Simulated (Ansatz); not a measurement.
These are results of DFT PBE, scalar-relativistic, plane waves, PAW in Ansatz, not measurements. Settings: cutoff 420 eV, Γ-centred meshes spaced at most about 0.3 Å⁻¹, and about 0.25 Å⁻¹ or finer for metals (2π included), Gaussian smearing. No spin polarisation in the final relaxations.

These are static total energies at zero pressure. Both are relaxed sheets, periodic along a and b.

Compare these two cells of Li, each relaxed at this level.

A.

```cif
data_structure
_symmetry_space_group_name_H-M 'P 1'
_symmetry_Int_Tables_number 1
_cell_length_a 2.9646
_cell_length_b 2.9646
_cell_length_c 27.3000
_cell_angle_alpha 90.000
_cell_angle_beta 90.000
_cell_angle_gamma 90.000
_cell_volume 239.94
loop_
_atom_site_label
_atom_site_type_symbol
_atom_site_fract_x
_atom_site_fract_y
_atom_site_fract_z
_atom_site_occupancy
Li1 Li 0.00000 0.50000 0.25346 1
Li2 Li 0.50000 0.00000 0.33262 1
```

B.

```cif
data_structure
_symmetry_space_group_name_H-M 'P 1'
_symmetry_Int_Tables_number 1
_cell_length_a 3.0922
_cell_length_b 3.0922
_cell_length_c 23.8000
_cell_angle_alpha 90.000
_cell_angle_beta 90.000
_cell_angle_gamma 120.000
_cell_volume 197.09
loop_
_atom_site_label
_atom_site_type_symbol
_atom_site_fract_x
_atom_site_fract_y
_atom_site_fract_z
_atom_site_occupancy
Li1 Li 0.00000 0.00000 0.29412 1
```

Task: Which would you expect to be lower, and how large is the difference?

Result: A is lower, by 228 meV/atom. A has layer group p4/nmm (No. 64), 4.4 Å²/atom and no gap on its mesh; B has layer group p6/mmm (No. 80), 8.3 Å²/atom and no gap. Counting all near atoms (those within 1.25 times the shortest distance at each site), A has Li 8 and B has Li 6. In A, Li at height 0.00 Å has 8 Li at 2.96–3.01 Å. In B, Li at height 0.00 Å has 6 Li at 3.09 Å. Both come from invented guesses. A third cell relaxed alike, in p-3m1, lies 24 meV/atom below the lower of the two.

Cells relaxed within their symmetry can be saddle points.
